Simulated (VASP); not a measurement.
Au: core levels with PBEsol

Au:

```
CELL_PARAMETERS angstrom
0.00000 2.03500 2.03500
2.03500 0.00000 2.03500
2.03500 2.03500 0.00000
ATOMIC_POSITIONS crystal
Au 0.00000 0.00000 0.00000
```

```
Program                : VASP 6.6.1
Task                   : core levels
Functional             : PBEsol
Potentials or basis    : VASP PAW PBE potentials, release 64 (Au)
Cutoff                 : 520 eV
k mesh                 : 13 × 13 × 13
Occupations            : methfessel-paxton, width 0.1 eV
Spin                   : no spin polarisation
Further INCAR settings : ALGO = Fast; EDIFF = 1e-06
```

```
Pressure               : 1.2 GPa
Band gap on the k mesh : none (metal or under the smearing width)
```

Levels at points of the mesh, in eV from the Fermi level:
```
           k point  band 4  band 5  band 6  band 7  band 8  band 9
(0.00, 0.00, 0.00)   -4.79   -3.23   -3.23   14.44   18.50   18.50
```

Core levels (eV, on the scale of the bands):
```
atom                                                                                                                                    levels
1 Au  1s -80736.8, 2s -14233.1, 2p -12299.3, 3s -3350.4, 3p -2789.8, 3d -2192.1, 4s -717.9, 4p -534.1, 4d -313.8, 4f -69.2, 5s -96.2, 5p -47.5
```

It took 16 s on 1 thread of Intel(R) Xeon(R) Platinum 8259CL CPU @ 2.50GHz (Skylake/Cascade Lake) (shared host), peak memory 0.14 GiB.

Caveat: the PAW data sets were made with another functional, which shifts forces and pressure a little. Spin-orbit coupling is left out, which matters for the levels of Au.
